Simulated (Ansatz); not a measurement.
AlRu:

```
Ru Al
1.0
     2.99160    0.00000    0.00000
     0.00000    2.99160    0.00000
     0.00000    0.00000    2.99160
Ru Al
1 1
Direct
  0.50000 0.50000 0.50000
  0.00000 0.00000 0.00000
```

| Property | Result |
| --- | --- |
| Program | Ansatz 0.2.0 |
| Task | relaxation of cell and atoms |
| Functional | PBEsol |
| Dispersion | D3(BJ)-ATM |
| Potentials or basis | Ansatz PAW |
| Cutoff | 420 eV (not typed: the program's choice for these potentials) |
| k mesh | 9 × 9 × 9 |
| Occupations | fermi-dirac, width 0.05 eV |
| Spin | no spin polarisation |

At the start: volume 13.39 Å³/atom.

Where does the relaxation end?

It ends after 5 steps and the volume is 12.90 Å³/atom (-3.6 %); space group Pm-3m (No. 221, to 0.05 Å).

Step by step:
| step | energy change (eV) | largest force (eV/Å) | volume (Å³) |
| --- | --- | --- | --- |
| 1 | 0.0000 | 0.0000 | 26.77 |
| 2 | -0.0232 | 0.0000 | 25.54 |
| 3 | -0.0251 | 0.0000 | 25.82 |
| 4 | -0.0252 | 0.0000 | 25.80 |
| 5 | -0.0249 | 0.0000 | 25.80 |

Final structure:
```
Ru Al
1.0
     2.95499    0.00000    0.00000
     0.00000    2.95499    0.00000
     0.00000    0.00000    2.95499
Ru Al
1 1
Direct
  0.50000 0.50000 0.50000
  0.00000 0.00000 0.00000
```

Caveat: the plane-wave basis is chosen anew once the cell has moved, so the energies of steps on either side of that aren't comparable; pairwise dispersion overbinds metals, which lowers pressure and volume; the PAW data sets come from PBE, with cores solved anew for the run's functional, which leaves a small shift of forces and pressure.
